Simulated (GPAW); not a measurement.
The system is Cl.

```
Cl
1.0
     3.14500   -2.25000    0.00000
     3.14500    2.25000    0.00000
     0.00000    0.00000    8.21000
Cl
4
Cartesian
  3.1450 0.5850 3.2840
  3.1450 1.6650 7.3890
  3.1450 -0.5850 4.9260
  3.1450 -1.6650 0.8210
```

```yaml
Program: GPAW 26.7.0
Task: relaxation of cell and atoms
Functional: PBEsol
Dispersion: D3(BJ)
Potentials_or_basis: PAW data sets generated in the run's folder for this functional
Cutoff: 600 eV
Basis: pw
k_mesh: 5 × 5 × 3
Occupations: fermi-dirac, width 0.05 eV
Spin: no spin polarisation
```

At the start: pressure -1.5 GPa; volume 29.05 Å³/atom.

Problem. Where does the relaxation end?

Solution. Over 24 steps the energy falls by 45.9 meV/atom and the volume is 23.63 Å³/atom (-18.7 %); space group Cmce (No. 64, to 0.05 Å).

The path:
```csv
step,energy change (eV),largest force (eV/Å),pressure (GPa),volume (Å³)
1,0.0000,0.1266,-1.52,116.19
2,-0.0042,0.1004,-1.35,115.85
3,-0.0206,0.4189,-0.54,113.50
4,-0.0354,0.6054,-0.11,111.18
5,-0.0802,0.9817,1.47,101.33
6,-0.1066,0.7168,1.16,99.67
7,-0.1377,0.0900,-0.47,99.84
8,-0.1383,0.1308,-0.23,98.07
9,-0.1399,0.1242,-0.32,98.21
10,-0.1520,0.1443,-0.79,98.00
11,-0.1618,0.1713,-0.87,96.31
12,-0.1672,0.1256,-0.42,93.63
13,-0.1685,0.0464,0.04,92.53
14,-0.1688,0.0183,0.14,92.54
15,-0.1690,0.0167,0.18,92.57
16,-0.1702,0.0587,0.32,92.73
17,-0.1725,0.1068,0.44,93.04
18,-0.1774,0.1381,0.48,93.76
19,-0.1824,0.0872,0.27,94.78
20,-0.1835,0.0504,0.12,95.02
21,-0.1838,0.0139,0.00,94.88
22,-0.1837,0.0081,-0.04,94.73
23,-0.1837,0.0104,-0.04,94.68
24,-0.1836,0.0164,-0.04,94.52
```

Final structure:
```
Cl
1.0
     3.17020   -1.90504   -0.00001
     3.17020    1.90504    0.00001
     0.00000    0.00004    7.82538
Cl
4
Direct
  0.36482 0.63518 0.38721
  0.13515 0.86485 0.88721
  0.63518 0.36482 0.61279
  0.86485 0.13515 0.11279
```

Caveat: later steps reuse the first step's grids; the volume moved by over 15 % at a fixed basis, so the end points are rough.
